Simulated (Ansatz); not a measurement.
Sc2Al (P6_3/mmc): electronic heat capacity and spin susceptibility from the density of states

All numbers below come from DFT PBEsol, scalar-relativistic, plane waves, PAW in Ansatz.

Settings: cutoff 420 eV, Γ-centred mesh 12×12×6 on the computed 6-atom cell, Gaussian smearing of 0.10 eV; no spin polarisation.

Relaxed cell: P6_3/mmc, a = 4.851 Å, b = 4.851 Å, c = 6.085 Å, α = 90.00°, β = 90.00°, γ = 120.00°, 6 atoms in the primitive cell. Whether it is the stable form of this composition wasn't checked.

The density of states at the Fermi level is 8.696 states/eV in the cell of 6 atoms (2 formula units; both spins, tetrahedra on a 18×18×9 mesh).

Q: What Sommerfeld coefficient and Pauli susceptibility does this give?

A: Per formula unit N(E_F) = 4.348 states/eV. γ = (π²/3) k_B² N(E_F) N_A = 2.357 mJ/(mol K²) per state/eV, so γ = 10.2 mJ/(mol K²), a mole of formula units. χ_P = μ_B² N(E_F) N_A = 3.23×10⁻⁵ emu/mol per state/eV gives 14.1×10⁻⁵ emu/mol. This is the bare band result: a measured γ of the same phase is as a rule larger by a factor 1 + λ from phonons and spin fluctuations, the spin part of χ is larger by the Stoner factor, and a measured χ also holds orbital and core terms. N(E_F) at one energy is sensitive to the mesh where the density of states has sharp peaks.